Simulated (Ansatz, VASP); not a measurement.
# Two plane-wave programs on Mn

INCAR

```
PREC = Accurate
ENCUT = 520
EDIFF = 1E-6
ISMEAR = 0
SIGMA = 0.15
LREAL = F
LASPH = T
NELM = 60
ALGO = Fast
ISIF = 2
LWAVE = F
LCHARG = F
GGA = PS
NBANDS = 20
```

The input KPOINTS:

```
regular mesh
0
Gamma
  21 21 12
```

File POSCAR:

```
Mn
1.0
    2.5581551436      0.0000000000      0.0000000000
   -1.2790775718      2.2154273412      0.0000000000
    0.0000000000      0.0000000000      4.0261950000
Mn
2
Direct
    0.6666666667      0.3333333333      0.7500000000
    0.3333333333      0.6666666667      0.2500000000
```

Input for Ansatz:

```yaml
crystal:
  lattice:
    - [2.5581551436, 0.0, 0.0]
    - [-1.2790775718, 2.2154273412, 0.0]
    - [0.0, 0.0, 4.026195]
  atoms:
    - { symbol: Mn, position: [0.6666666667, 0.3333333333, 0.75] }
    - { symbol: Mn, position: [0.3333333333, 0.6666666667, 0.25] }
basis:
  ecutwfc: 420
kpoints:
  mp_grid: { grid: [21, 21, 12] }
hamiltonian:
  xc: pbesol
scf:
  occupations: { method: gaussian, width: 0.15 }
output:
  forces: true
  stress: true
  eigenvalues: true
```

Change from the starting cell: strain +0.030 along x and y, +0.000 along z, atoms carried along.

Alike in both runs: task single point; functional PBEsol; k mesh 21 × 21 × 12; occupations gaussian, width 0.15 eV; no spin polarisation.

```csv
,VASP,Ansatz
version,VASP 6.6.1,Ansatz 0.2.0
potentials or method,"VASP PAW PBE potentials, release 64 (Mn_pv)","scalar-relativistic, plane waves, PAW"
plane-wave cutoff (eV),520,420
valence electrons in the cell,26,30
```

VASP gave:

| Property | Result |
| --- | --- |
| gap on the k mesh at the Fermi level (eV) | none |
| pressure (GPa) | -24.7 |
| largest component of the traceless stress (GPa) | 4.46 |

Q: What did Ansatz give for the same quantities?

A: gap on the k mesh at the Fermi level (eV): none; pressure (GPa): -24.7; largest component of the traceless stress (GPa): 4.66.

A gap of «none» marks a metal or a gap that the smearing closes. The two sets of potentials don't hold the same shells in valence.

Caveats: so large a pressure means that the cell lies far from this level's equilibrium, or that cutoff or potentials fall short (VASP); the potentials were made for another functional, which shifts forces and pressure (VASP); the run has no spin polarisation, though such a crystal can be magnetic. Spin polarisation is off, so any magnetic state and its effect on volume and gap are missing.
